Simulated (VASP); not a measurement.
Runs of VASP 6.6.1 on InPd. Symmetry: Pm-3m, No. 221, cubic system. The conventional cell has a = 3.272 Å, b = 3.272 Å, c = 3.272 Å, α = 90.00°, β = 90.00°, γ = 90.00°. Around In (site symmetry m-3m) lie 8 Pd at 2.83 Å. Pd (site symmetry m-3m) has 8 In at 2.83 Å as nearest neighbours. The cell comes from a database or a generator and needn't be the stable form of this composition.

| task | level | potentials or basis | cell | k mesh | cutoff (eV) | smearing | grid for exact exchange (PRECFOCK) | screening parameter | k mesh for the DOS | occupations for the DOS | mesh quality | gap on the mesh (eV) | pressure (GPa) |
| --- | --- | --- | --- | --- | --- | --- | --- | --- | --- | --- | --- | --- | --- |
| optical spectrum | optPBE-vdW | VASP PAW PBE potentials, release 64 (In_d, Pd) | as given | 8 × 8 × 8 | 520 | tetrahedron | - | - | - | - | not flagged | none | (a) |
| relaxation of cell and atoms | HSE06 | VASP PAW PBE potentials, release 64 (In_d_GW, Pd_GW) | relaxed from: volume scaled by 0.88 | 4 × 4 × 4 | 630 | gaussian 0.1 eV | Fast | 0.2 1/A | - | - | coarse | none | 0.0 |
| atomic charges | PW91+D4 | VASP PAW PBE potentials, release 64 (In_d_GW, Pd_GW) | as given | 8 × 8 × 8 | 550 | fermi-dirac 0.1 eV | - | - | - | - | not flagged | none | 0.4 |
| single point | LDA | VASP PAW LDA potentials, release 64 (In, Pd) | as given | 8 × 8 × 8 | 500 | gaussian 0.02 eV | - | - | - | - | not flagged | none | -6.9 |

Alike in all rows: no spin polarisation.

Task: Estimate the missing entries.

Result: (a) 5.5.

Caveats: some runs use coarse meshes; the PAW data sets were made with another functional, which shifts forces and pressure a little (some runs); tetrahedron occupations give inexact forces and stress in metals (some runs); pairwise dispersion overbinds metals, which lowers pressure and volume (some runs).

A k mesh can miss the band edges, and the runs leave out spin-orbit coupling on In, Pd.

A gap of «none» marks a metal or a gap under the smearing width.

The runs don't all hold the same shells in valence.
